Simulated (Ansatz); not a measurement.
Runs of Ansatz 0.2.0 on GaAs. Symmetry: F-43m, No. 216, cubic system. Conventional cell: a = 5.654 Å, b = 5.654 Å, c = 5.654 Å, α = 90.00°, β = 90.00°, γ = 90.00°. As (site symmetry -43m) has 4 Ga at 2.45 Å as nearest neighbours. Ga (site symmetry -43m) is surrounded by 4 As at 2.45 Å. 

```tsv
task	level	potentials or basis	spin	cell	k mesh	cutoff (eV)	smearing	driver	eos	delta	atoms under strain	other keys	mesh quality	gap on the mesh (eV)	pressure (GPa)	V0 of scaled cells (Å³/atom)	B0 (GPa)
equation of state	PBE	Ansatz PAW earlier set	collinear, ferromagnetic start	as given	8 × 8 × 8	1020	gaussian 0.02 eV	calculator	vinet	-	-	scf.mixing.preconditioner = kerker	not flagged	-	-	23.70	(a)
equation of state	r2SCAN	Ansatz PAW	SOC, no magnetisation	as given	8 × 8 × 8	700	fixed	calculator	birchmurnaghan	-	-	basis.ecutwfc = 700 eV	not flagged	-	-	22.74	72
electron localisation function	PBE0	Ansatz NC	off	volume scaled by 0.88	5 × 5 × 5	1143	gaussian 0.1 eV	chain	-	-	-	-	not flagged	2.69	9.6	-	-
electron localisation function	PBE0	Ansatz NC	off	volume scaled by 0.88	5 × 5 × 5	1143	gaussian 0.1 eV	-	-	-	-	-	not flagged	2.69	9.6	-	-
```

Fill in the values left out.

(a) 61.

Caveats: odd divisions of the mesh miss points on the zone boundary, where band edges often lie, so the gap on the mesh can be too wide (some runs); the potentials were made for another functional, which shifts forces and pressure (some runs); the thresholds are loose for stress (some runs); the starting moments weren't kept (some runs); the PAW data sets were made with another functional, which shifts forces and pressure a little (some runs).

A k mesh can miss the band edges, and rows without SOC leave out spin-orbit coupling on As, Ga.
